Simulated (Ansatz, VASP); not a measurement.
**WS2: VASP beside Ansatz**

INCAR

```
SYSTEM = WS2
ALGO = Normal
EDIFF = 1E-7
ENCUT = 520
GGA = PE
ISIF = 2
ISMEAR = -1
LASPH = .True.
LCHARG = .True.
LELF = .True.
LREAL = .False.
LVHAR = .True.
LWAVE = .False.
NBANDS = 20
NELM = 60
PREC = Accurate
SIGMA = 0.2
```

File KPOINTS:

```
k-points
0
Gamma
  6 6 4
  0 0 0
```

The input POSCAR:

```
WS2
1.0
    3.2287644061      0.0000000000      0.0000000000
   -1.6143822031      2.7961919985      0.0000000000
    0.0000000000      0.0000000000      5.9936451124
W S
1 2
Direct
    0.0000000000      0.0000000000      0.0000000000
    0.3333333333      0.6666666667      0.2566832689
    0.6666666667      0.3333333333      0.7433167311
```

Input for Ansatz:

```yaml
crystal:
  lattice:
    - [3.2287644061, 0.0, 0.0]
    - [-1.6143822031, 2.7961919985, 0.0]
    - [0.0, 0.0, 5.9936451124]
  atoms:
    - { symbol: W, position: [0.0, 0.0, 0.0] }
    - { symbol: S, position: [0.3333333333, 0.6666666667, 0.2566832689] }
    - { symbol: S, position: [0.6666666667, 0.3333333333, 0.7433167311] }
kpoints:
  mp_grid: { grid: [6, 6, 4] }
hamiltonian:
  xc: pbe
scf:
  occupations: { method: fermi_dirac, width: 0.2 }
  n_extra_bands: 4
output:
  forces: true
  stress: true
  eigenvalues: true
```

Alike in both runs: task single point; functional PBE; k mesh 6 × 6 × 4; occupations fermi-dirac, width 0.2 eV; no spin polarisation.

|  | VASP | Ansatz |
| --- | --- | --- |
| version | VASP 6.6.1 | Ansatz 0.2.0 |
| potentials or method | VASP PAW PBE potentials, release 64 (W_sv, S) | plane waves |
| plane-wave cutoff (eV) | 520 | 420 |
| valence electrons in the cell | 26 | 26 |

VASP gave:

* pressure (GPa): 3.4
* largest component of the traceless stress (GPa): 1.98
* rms of the force components (eV/Å): 0.146

Q: What did Ansatz give for the same quantities?

A: Pressure (GPa): 3.4; largest component of the traceless stress (GPa): 1.96; rms of the force components (eV/Å): 0.146.

Atom by atom the forces differ by 0.000 eV/Å (rms over components). With one functional, cell and mesh, what is left measures potentials, basis and numerics.

Caveats: the k mesh is coarse (spacing up to 0.37 Å⁻¹), so the values aren't converged; this functional lacks dispersion, which binds the layers, so the pressure and a relaxed spacing across them are unreliable. Spin-orbit coupling is left out, which matters for the levels of W.
